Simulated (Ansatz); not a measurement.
## Ag: enthalpy against pressure

Ag, Im-3m, a = 3.269 Å. This isn't the element's structure at ambient conditions. Ansatz: r2SCAN, PAW, 500 eV, Γ-centred 18×18×18 mesh on 1 atom, Gaussian smearing 0.10 eV; no spin polarisation. Cell and atoms are relaxed at each pressure, and no other structure is tried, so the rows at high pressure may lie past a change of phase. y is the enthalpy over the state at zero pressure; there V0 = 17.459 Å³/atom. The pressures are the targets, met within 0.06 GPa.

```
P (GPa) y (eV/atom)
   -1.0      -0.1096
    0.0       0.0000
    1.0       0.1085
    4.0       0.4279
   12.0       1.2434
   25.0            ?
   50.0       4.6979
   90.0       7.9262
```

Question: Fit y = c1 P + c2 P² + c3 P³ to the other rows, say what c1 and c2 mean, and predict the missing value.

Answer: Least squares on the rows shown. y = 0.10768 P − 0.00034530 P² + 1.4153×10⁻⁶ P³. Since dH/dP = V, c1 is V0: 0.10768 eV/GPa × 160.2 = 17.250 Å³ against 17.459; c2 = −V0/(2B0) gives B0 = 156 GPa, where a Birch–Murnaghan fit to the volumes of the same runs (not shown) gives 98 GPa: a cubic over this range folds the higher terms into c2. Above P = −c2/(3 c3) = 81 GPa the cubic's slope, the volume, would rise with pressure, so the form fails there. At P = 25.0 the fit asked for gives 2.4983 eV/atom. The run gave 2.4883 eV/atom, so the fit is 0.0100 eV/atom too high, 0.12 % of the span of the series, against an rms of 0.0015 eV/atom on the fitted rows. With a term in P⁴ added, a fit to the same known rows predicts 2.4825 eV/atom, a smaller miss on the other side.

The mesh isn't the same in all rows (18×18×18, 20×20×20).